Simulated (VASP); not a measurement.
# CdTe (F-43m) in VASP: notebook

One crystal, CdTe, is run at these levels: HSE06, PBE0; tasks: band structure.

All numbers are computed with VASP 6.6.1; they aren't measurements. Logs are shortened: lines on timing, memory, paths and dates and some standing lists are left out, and cuts for length are marked.

**Experimental background.**

From a printed reference work, data compilation, for a bulk crystal of CdTe at 0 K: band gap 1.607 eV.

The results are compared with them further down.

## (1) Starting point

The structure is cubic, space group F-43m (No. 216). Conventional cell: a = 6.622 Å, b = 6.622 Å, c = 6.622 Å, α = 90.00°, β = 90.00°, γ = 90.00°. Cd (site symmetry -43m) is surrounded by 4 Te at 2.87 Å. Around Te (site symmetry -43m) lie 4 Cd at 2.87 Å.

## (2) Band structure, HSE06

Contents of POSCAR:

```
CdTe                                    
1.0
    0.0000000000      3.3111409335      3.3111409335
    3.3111409335      0.0000000000      3.3111409335
    3.3111409335      3.3111409335      0.0000000000
  Cd              Te            
     1     1
Direct
     0.0000000000000000    0.0000000000000000    0.0000000000000000
     0.2500000000000000    0.2500000000000000    0.2500000000000000
```

Contents of INCAR.step1:

```
SYSTEM = CdTe
  ALGO = Normal
  EDIFF = 1E-5
  ENCUT = 520
  GGA = PE
  ISIF = 2
  ISMEAR = 0
  KPAR = 2
  LASPH = .True.
  LCHARG = .False.
  LREAL = .False.
  LWAVE = .True.
  NBANDS = 16
  NELM = 80
  PREC = Accurate
  SIGMA = 0.03
```

Contents of INCAR.step2:

```
SYSTEM = CdTe
  ALGO = Normal
  EDIFF = 1E-6
  ENCUT = 520
  GGA = PE
  HFSCREEN = 0.2
  ISIF = 2
  ISMEAR = 0
  ISTART = 1
  KPAR = 2
  LASPH = .True.
  LCHARG = .False.
  LHFCALC = .True.
  LREAL = .False.
  LWAVE = .False.
  NBANDS = 16
  NELM = 80
  PREC = Accurate
  PRECFOCK = Fast
  SIGMA = 0.03
```

Contents of KPOINTS:

```
k-points
0
Gamma
  6 6 6
  0 0 0
```

Contents of KPOINTS_OPT:

```
explicit points
9
Reciprocal
 0.0000000000  0.0000000000  0.0000000000 1
 0.3750000000  0.3750000000  0.7500000000 1
 0.5000000000  0.5000000000  0.5000000000 1
 0.6250000000  0.2500000000  0.6250000000 1
 0.5000000000  0.2500000000  0.7500000000 1
 0.5000000000  0.0000000000  0.5000000000 1
 0.4000000000  0.0000000000  0.4000000000 1
 0.4250000000  0.0000000000  0.4250000000 1
 0.4500000000  0.0000000000  0.4500000000 1
```

Potentials or basis: VASP PAW PBE potentials, release 64 (Cd, Te).

Launch:

```console
cat potpaw_PBE.64/Cd/POTCAR potpaw_PBE.64/Te/POTCAR > POTCAR
cp INCAR.step1 INCAR
mpirun -np 2 vasp_std > vasp.out
cp INCAR.step2 INCAR
mpirun -np 2 vasp_std > vasp.out
```

OUTCAR:

```text
SYSTEM = CdTe
   EDIFF = 1E-6
   ENCUT = 520
   GGA = PE
   HFSCREEN = 0.2
   ISIF = 2
   ISMEAR = 0
   ISTART = 1
   LASPH = .True.
   LHFCALC = .True.
   LREAL = .False.
   NELM = 80
   PREC = Accurate
   PRECFOCK = Fast

 ion  position               nearest neighbor table
   1  0.000  0.000  0.000-   2 2.87   2 2.87   2 2.87   2 2.87
   2  0.250  0.250  0.250-   1 2.87   1 2.87   1 2.87   1 2.87

  LATTYP: Found a face centered cubic cell.
 ALAT       =     6.6222818670

  Lattice vectors:

 A1 = (   0.0000000000,   3.3111409335,   3.3111409335)
 A2 = (   3.3111409335,   0.0000000000,   3.3111409335)
 A3 = (   3.3111409335,   3.3111409335,   0.0000000000)

Analysis of symmetry for initial positions (statically):
=====================================================================
 Subroutine PRICEL returns:
 Original cell was already a primitive cell.

 Routine SETGRP: Setting up the symmetry group for a
 face centered cubic supercell.

 Subroutine GETGRP returns: Found 24 space group operations
 (whereof 24 operations were pure point group operations)
 out of a pool of 48 trial point group operations.

The static configuration has the point symmetry T_d .

Analysis of symmetry for dynamics (positions and initial velocities):
=====================================================================
 Subroutine PRICEL returns:
 Original cell was already a primitive cell.

 Routine SETGRP: Setting up the symmetry group for a
 face centered cubic supercell.

 Subroutine GETGRP returns: Found 24 space group operations
 (whereof 24 operations were pure point group operations)
 out of a pool of 48 trial point group operations.

The dynamic configuration has the point symmetry T_d .

 Subroutine INISYM returns: Found 24 space group operations
 (whereof 24 operations are pure point group operations),
 and found     1 'primitive' translations

----------------------------------------------------------------------------------------

                                     Primitive cell

  volume of cell :      72.6044

  direct lattice vectors                    reciprocal lattice vectors
     0.000000000  3.311140933  3.311140933    -0.151005351  0.151005351  0.151005351
     3.311140933  0.000000000  3.311140933     0.151005351 -0.151005351  0.151005351
     3.311140933  3.311140933  0.000000000     0.151005351  0.151005351 -0.151005351

  length of vectors
     4.682660415  4.682660415  4.682660415     0.261548941  0.261548941  0.261548941

  position of ions in fractional coordinates (direct lattice)
     0.000000000  0.000000000  0.000000000
     0.250000000  0.250000000  0.250000000

  ion indices of the primitive-cell ions
   primitive index   ion index
                 1           1
                 2           2

----------------------------------------------------------------------------------------

 KPOINTS: k-points

Automatic generation of k-mesh.
 Grid dimensions read from file:
 generate k-points for:    6    6    6

 Generating k-lattice:

  Cartesian coordinates                     Fractional coordinates (reciprocal lattice)
    -0.025167559  0.025167559  0.025167559     0.166666667  0.000000000  0.000000000
     0.025167559 -0.025167559  0.025167559     0.000000000  0.166666667  0.000000000
     0.025167559  0.025167559 -0.025167559     0.000000000  0.000000000  0.166666667

  Length of vectors
     0.043591490  0.043591490  0.043591490

  Shift w.r.t. Gamma in fractional coordinates (k-lattice)
     0.000000000  0.000000000  0.000000000

 Subroutine IBZKPT returns following result:
 ===========================================

 Found     16 irreducible k-points:

 Following reciprocal coordinates:
            Coordinates               Weight
  0.000000  0.000000  0.000000      1.000000
  0.166667  0.000000  0.000000      8.000000
  0.333333  0.000000  0.000000      8.000000
  0.500000  0.000000  0.000000      4.000000
  0.166667  0.166667  0.000000      6.000000
  0.333333  0.166667  0.000000     24.000000
[... 8 lines left out ...]
 -0.333333  0.333333  0.166667     24.000000
 -0.333333  0.500000  0.166667     12.000000
   k-points           NKPTS =     16   k-points in BZ     NKDIM =    216   number of bands    NBANDS=     16
   number of dos      NEDOS =    301   number of ions     NIONS =      2
   total plane-waves  NPLWV =  46656
   dimension x,y,z NGX =    36 NGY =   36 NGZ =   36
   dimension x,y,z NGXF=    72 NGYF=   72 NGZF=   72
   ions per type =               1   1
   NGX,Y,Z   is equivalent  to a cutoff of  12.78, 12.78, 12.78 a.u.
   NGXF,Y,Z  is equivalent  to a cutoff of  25.56, 25.56, 25.56 a.u.
 SYSTEM =  CdTe
   PREC   = accura    normal or accurate (medium, high low for compatibility)
   ISTART =      1    job   : 0-new  1-cont  2-samecut
   ICHARG =      0    charge: 1-file 2-atom 10-const
   ISPIN  =      1    spin polarized calculation?
   LNONCOLLINEAR =      F non collinear calculations
   LSORBIT =      F    spin-orbit coupling
   LASPH  =      T    aspherical Exc in radial PAW
   ENCUT  =  520.0 eV  38.22 Ry    6.18 a.u.   8.71  8.71  8.71*2*pi/ulx,y,z
   NELM   =     80;   NELMIN=  2; NELMDL=  0     # of ELM steps
   EDIFF  = 0.1E-05   stopping-criterion for ELM
   LREAL  =      F    real-space projection
   EDIFFG = 0.1E-04   stopping-criterion for IOM
   NSW    =      0    number of steps for IOM
   IBRION =     -1    ionic relax: 0-MD 1-quasi-New 2-CG
   NFREE  =      0    steps in history (QN), initial steepest desc. (CG)
   ISIF   =      2    stress and relaxation
   ISYM   =      3    0-nonsym 1-usesym 2-fastsym
   POTIM  = 0.5000    time-step for ionic-motion
   TEBEG  =    0.0;   TEEND  =   0.0 temperature during run
   PSTRESS=    0.0 pullay stress
   NELECT =      18.0000    total number of electrons
   NUPDOWN=      -1.0000    fix difference up-down
   EMIN   =  10.00;   EMAX   =-10.00  energy-range for DOS
   EFERMI =   0.00;   METHOD = LEGACY
   ISMEAR =     0;   SIGMA  =   0.03  broadening in eV -4-tet -1-fermi 0-gaus
   EFERMI_NEDOS =   21; number of points for ismear=-14 and -15
   IALGO  =     38    algorithm
   IMIX   =      1    mixing-type and parameters
     AMIX     =   0.40;   BMIX     =  1.00
     AMIX_MAG =   1.60;   BMIX_MAG =  1.00
  volume/ion in A,a.u.               =      36.30       244.98
  Fermi-wavevector in a.u.,A,eV,Ry     =   1.028438  1.943466 14.390667  1.057684
  Thomas-Fermi vector in A             =   2.162434
   LORBIT       =      0    0 simple, 1 ext, 2 COOP (PROOUT), +10 PAW based schemes
   GGA     = PE    functional components
   LHFCALC =     T    Hartree Fock is set to
   PRECFOCK=fast      Normal, Fast or Accurate (Low or Medium for compatibility)
   ENCUT4O =  -1.0   cutoff for four orbital integrals eV
   NKREDX  =     1    reduce k-point grid by
   NKREDY  =     1    reduce k-point grid by
   NKREDZ  =     1    reduce k-point grid by
   AEXX    =    0.2500 exact exchange contribution
   HFSCREEN=    0.2000 screening length (either q_TF or 0.3 A-1)
   HFSCREENC=   0.2000 screening length for correlation (either q_TF or 0.3 A-1)
   ENCUTFOCK=  -1.0 apply spherical cutoff to Coloumb kernel
   IVDW    =     0    specifies the selected vdW correction
   LEPSILON=     F    determine dielectric tensor
   LRPA    =     F    only Hartree local field effects (RPA)
 non-spin polarized calculation
 Gauss-broadening in eV      SIGMA  =   0.03
  energy-cutoff  :      520.00
  volume of cell :       72.60
 maximum number of plane-waves:      1980
  NGX = 20; NGY = 20; NGZ = 20

 number of electron      18.0000006 magnetization

 Free energy of the ion-electron system (eV)
  ---------------------------------------------------
  ext. energy  EPLUGINS =         0.00000000
  ---------------------------------------------------
  free energy    TOTEN  =        -6.05012731 eV

  energy without entropy =       -6.05012731  energy(sigma->0) =       -6.05012731

 E-fermi :   1.4752     XC(G=0):  -6.9326

 val. band max:        1.2716621642   @ k =   0.0000   0.0000   0.0000
 cond. band min:       2.6217374133   @ k =   0.0000   0.0000   0.0000
 fundamental gap:      1.3500752491
 Fermi energy:         1.4752151200

 k-point     1 :       0.0000    0.0000    0.0000
  band No.  band energies     occupation
      1     -10.5079      2.00000
      2      -8.1419      2.00000
      3      -8.1419      2.00000
      4      -8.1419      2.00000
      5      -7.9231      2.00000
      6      -7.9231      2.00000
[... 8 lines left out ...]
     15      11.4991      0.00000
     16      11.4991      0.00000

 k-point     2 :       0.1667    0.0000    0.0000
  band No.  band energies     occupation
      1     -10.4209      2.00000
      2      -8.1269      2.00000
      3      -8.1269      2.00000
      4      -8.0473      2.00000
      5      -7.9239      2.00000
      6      -7.9239      2.00000
[... 8 lines left out ...]
     15      10.6335      0.00000
     16      10.6532      0.00000

 k-point     3 :       0.3333    0.0000    0.0000
  band No.  band energies     occupation
      1     -10.2564      2.00000
      2      -8.1006      2.00000
      3      -8.1006      2.00000
      4      -7.9213      2.00000
      5      -7.9213      2.00000
      6      -7.7582      2.00000
[... 8 lines left out ...]
     15      11.0521      0.00000
     16      11.0521      0.00000

 k-point     4 :       0.5000    0.0000    0.0000
  band No.  band energies     occupation
      1     -10.1811      2.00000
      2      -8.0899      2.00000
      3      -8.0899      2.00000
      4      -7.9171      2.00000
      5      -7.9171      2.00000
      6      -7.5311      2.00000
[... 8 lines left out ...]
     15      12.5223      0.00000
     16      12.5223      0.00000
[... 172 lines left out ...]
 k-point    14 :       0.5000    0.3333    0.1667
  band No.  band energies     occupation
      1     -10.1578      2.00000
      2      -8.0650      2.00000
      3      -8.0568      2.00000
      4      -7.9522      2.00000
      5      -7.9133      2.00000
      6      -7.5439      2.00000
[... 8 lines left out ...]
     15      12.4235      0.00000
     16      13.5758      0.00000

 k-point    15 :      -0.3333    0.3333    0.1667
  band No.  band energies     occupation
      1     -10.1123      2.00000
      2      -8.0576      2.00000
      3      -8.0455      2.00000
      4      -7.9421      2.00000
      5      -7.9201      2.00000
      6      -7.3736      2.00000
[... 8 lines left out ...]
     15      12.6238      0.00000
     16      13.3436      0.00000

 k-point    16 :      -0.3333    0.5000    0.1667
  band No.  band energies     occupation
      1     -10.0900      2.00000
      2      -8.0375      2.00000
      3      -8.0304      2.00000
      4      -7.9604      2.00000
      5      -7.9125      2.00000
      6      -7.3232      2.00000
[... 8 lines left out ...]
     15      13.2359      0.00000
     16      13.4903      0.00000

------------------------ aborting loop because EDIFF is reached ----------------------------------------

  FORCE on cell =-STRESS in cart. coord.  units (eV):
  Direction    XX          YY          ZZ          XY          YZ          ZX
  --------------------------------------------------------------------------------------
  -------------------------------------------------------------------------------------
  Total       -0.4725558     -0.4725558     -0.4725558      0.0000000      0.0000000      0.0000000
  in kB      -10.4279916    -10.4279916    -10.4279916      0.0000000      0.0000000      0.0000000
  external PRESSURE =     -10.4279916 kB  Pullay stress =       0.0000000 kB

 VOLUME and BASIS-vectors are now :
 -----------------------------------------------------------------------------
  energy-cutoff  :      520.00
  volume of cell :       72.60
      direct lattice vectors                 reciprocal lattice vectors
     0.000000000  3.311140933  3.311140933    -0.151005351  0.151005351  0.151005351
     3.311140933  0.000000000  3.311140933     0.151005351 -0.151005351  0.151005351
     3.311140933  3.311140933  0.000000000     0.151005351  0.151005351 -0.151005351

 POSITION                                       TOTAL-FORCE (eV/Angst)
 -----------------------------------------------------------------------------------
      0.00000      0.00000      0.00000         0.000000      0.000000      0.000000
      1.65557      1.65557      1.65557        -0.000000     -0.000000     -0.000000
 -----------------------------------------------------------------------------------
    total drift:                                0.000003      0.000004      0.000003

  FREE ENERGIE OF THE ION-ELECTRON SYSTEM (eV)
  ---------------------------------------------------
  free  energy   TOTEN  =        -6.0501273061 eV

  energy  without entropy=       -6.0501273061  energy(sigma->0) =       -6.05012731
```

It took 10 min on 2 MPI ranks of Intel Xeon 6975P-C (Granite Rapids), shared host; peak memory 0.35 GiB.

Results:

```yaml
Free_energy: -6.0501 eV
Pressure: -1.0 GPa
Band_gap_on_the_k_mesh: 1.35 eV, direct
Band_gap_along_the_path: 1.35 eV, direct
```

Levels at points of the mesh, in eV from the valence-band top:
| k point | band 7 | band 8 | band 9 | band 10 | band 11 | band 12 |
| --- | --- | --- | --- | --- | --- | --- |
| (0.00, 0.00, 0.00) | 0.00 | 0.00 | 0.00 | 1.35 | 5.52 | 5.52 |
| (0.50, 0.00, 0.00) | -4.37 | -0.73 | -0.73 | 2.55 | 6.08 | 6.08 |
| (0.50, 0.50, 0.00) | -4.28 | -1.78 | -1.78 | 3.42 | 3.48 | 9.61 |

Caveat: the PAW data sets were made with another functional, which shifts forces and pressure a little; spin-orbit coupling is left out, which moves the levels of the heavy elements.

## (3) Band structure, PBE0

POSCAR is that of step 2.

INCAR.step1 is that of step 2.

Edit INCAR.step2 of step 2 so:

```diff
@@ -1,2 +1,3 @@
 SYSTEM = CdTe
+  AEXX = 0.25
   ALGO = Normal
@@ -5,3 +6,3 @@
   GGA = PE
-  HFSCREEN = 0.2
+  HFRCUT = -1
   ISIF = 2
```

KPOINTS is that of step 2.

KPOINTS_OPT is that of step 2.

Potentials or basis: VASP PAW PBE potentials, release 64 (Cd, Te).

Launch:

```console
cat potpaw_PBE.64/Cd/POTCAR potpaw_PBE.64/Te/POTCAR > POTCAR
cp INCAR.step1 INCAR
mpirun -np 2 vasp_std > vasp.out
cp INCAR.step2 INCAR
mpirun -np 2 vasp_std > vasp.out
```

It took 9.9 min on 2 MPI ranks of Intel Xeon 6975P-C (Granite Rapids), shared host; peak memory 0.27 GiB.

The run converged. Its results:

- Free energy: -6.5614 eV
- Pressure: -1.2 GPa
- Band gap on the k mesh: 1.92 eV, direct
- Band gap along the path: 1.92 eV, direct

Levels at points of the mesh, in eV from the valence-band top:
```
           k point  band 7  band 8  band 9  band 10  band 11  band 12
(0.00, 0.00, 0.00)    0.00    0.00    0.00     1.92     6.17     6.17
(0.50, 0.00, 0.00)   -4.46   -0.76   -0.76     3.17     6.74     6.74
(0.50, 0.50, 0.00)   -4.37   -1.83   -1.83     4.04     4.12    10.28
```

Caveat: the PAW data sets were made with another functional, which shifts forces and pressure a little; spin-orbit coupling is left out, which moves the levels of the heavy elements.

## (4) How close it comes

Step 2. Measured gap of CdTe: 1.607 eV (0 K; a printed reference work, data compilation). This calculation gives 1.35 eV (-0.26 eV). Spin-orbit coupling on Cd, Te is left out. The value is that of HSE06, without temperature or zero-point motion.

Step 3. Measured gap of CdTe: 1.607 eV (0 K; a printed reference work, data compilation). This calculation gives 1.92 eV (+0.32 eV). Spin-orbit coupling on Cd, Te is left out. The value is that of PBE0, without temperature or zero-point motion.
